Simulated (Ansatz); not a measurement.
CoO:

```
CELL_PARAMETERS angstrom
0.00000 2.13150 2.13150
2.13150 0.00000 2.13150
2.13150 2.13150 0.00000
ATOMIC_POSITIONS crystal
Co 0.00000 0.00000 0.00000
O 0.50000 0.50000 0.50000
```

Base run:

* Program: Ansatz 0.2.0
* Functional: LDA
* Potentials or basis: all-electron LAPW, scalar-relativistic
* Cutoff: 359 eV (chosen from the basis error)
* Basis error allowed: 0.001 eV/atom
* k mesh: 11 × 11 × 11
* Occupations: fermi-dirac, width 0.05 eV
* Spin: collinear spin, ferromagnetic start
* Starting moments: [2.0, 0.0] μB

Its results: pressure -19.3 GPa; net moment 2.88 μB per cell; site moments Co +2.52; O +0.34 μB.

**Question.** The run is repeated on the same cell with these changes: functional from LDA to PBEsol. What comes out?

**Answer.** Pressure -10.8 GPa; net moment 2.96 μB per cell; site moments Co +2.60; O +0.34 μB.

PBEsol binds less tightly than LDA, so the same cell stands under more pressure.

Caveats: a cell with one magnetic atom can't hold antiferromagnetic order, which such compounds often take.
